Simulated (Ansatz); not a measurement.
Runs of Ansatz 0.2.0 on SnO2. The structure is hexagonal, space group P6_3/mmc (No. 194). The conventional cell has a = 3.231 Å, b = 3.231 Å, c = 10.791 Å, α = 90.00°, β = 90.00°, γ = 120.00°. Around Sn (site symmetry -3m) lie 6 O at 2.12 Å. O (site symmetry 3m) is surrounded by 3 Sn at 2.12 Å. Measurements of this composition are mostly on another form, of space group No. 136.

| task | level | cell | cutoff (eV) | points for each segment of the path | gap on the mesh (eV) | pressure (GPa) | relaxed volume (Å³/atom) | largest force (eV/Å) |
| --- | --- | --- | --- | --- | --- | --- | --- | --- |
| band structure | LDA | as given | 420 | 14 | 1.95 | -7.8 | - | 0.69 |
| band structure | r2SCAN | as given | 500 | 14 | 2.60 | -6.1 | - | (a) |
| relaxation of cell and atoms | LDA | relaxed | 420 | - | 2.26 | 0.0 | 15.10 | - |
| relaxation of cell and atoms | r2SCAN | relaxed | 500 | - | (b) | 0.0 | (c) | - |

Alike in all rows: potentials or basis Ansatz PAW; no spin polarisation; k mesh 9 × 9 × 3; smearing fermi-dirac 0.05 eV.

Fill in the values left out.

(a) 0.63; (b) 3.03; (c) 16.29.

Caveats: spin-orbit coupling is left out, which moves the levels of the heavy elements; the PAW data sets come from PBE, with cores solved anew for the run's functional, which leaves a small shift of forces and pressure; odd divisions of the mesh miss points on the zone boundary, where band edges often lie, so the gap on the mesh can be too wide (some runs); the plane-wave basis is chosen anew once the cell has moved, so the energies of steps on either side of that aren't comparable (some runs).

A k mesh can miss the band edges, and the runs leave out spin-orbit coupling on Sn.
